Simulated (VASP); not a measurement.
Wanted: the native input for a VASP 6.6.1 run.

```yaml
Task: single point
Functional: PBEsol
Potentials_or_basis: VASP PAW PBE potentials, release 64 (Co)
Cutoff: 520 eV
k_mesh: 21 × 21 × 10
Occupations: gaussian, width 0.5 eV
Spin: collinear spin, ferromagnetic start
Starting_moments: "[2.0, 2.0] μB"
Further_INCAR_settings: ALGO = Normal; EDIFF = 1e-06; NBANDS = 20
```

The structure of Co lies in POSCAR:

```
Co
1.0
    2.4526700000      0.0000000000      0.0000000000
   -1.2263400000      2.1240800000      0.0000000000
    0.0000000000      0.0000000000      3.9607500000
Co
2
Direct
    0.3333300000      0.6666700000      0.2500000000
    0.6666700000      0.3333300000      0.7500000000
```

One way to write it, as run:

INCAR

```
PREC = Accurate
ENCUT = 520
EDIFF = 1E-6
ISMEAR = 0
SIGMA = 0.5
LREAL = F
LASPH = T
NELM = 150
ALGO = Normal
ISIF = 2
LWAVE = F
LCHARG = F
ISPIN = 2
MAGMOM = 2 2
LORBIT = 11
LMAXMIX = 4
GGA = PS
NBANDS = 20
```

KPOINTS

```
regular mesh
0
Gamma
  21 21 10
```

Potentials or basis: VASP PAW PBE potentials, release 64 (Co).

Run with:

```console
$ cat potpaw_PBE.64/Co/POTCAR > POTCAR
$ mpirun -np 1 vasp_std > vasp.out
```

It gave:

```
Pressure                                              : 0.3 GPa
Band gap on the k mesh                                : none (metal or under the smearing width)
Net moment                                            : 2.93 μB per cell
Site moments                                          : Co +1.47 μB
Valence electrons inside the program's atomic spheres : Co 8.37
```

Caveat: the PAW data sets were made with another functional, which shifts forces and pressure a little.

Run time: 4.2 min on 1 thread of Intel(R) Xeon(R) Platinum 8488C (Sapphire Rapids) (shared host), peak memory 0.47 GiB.
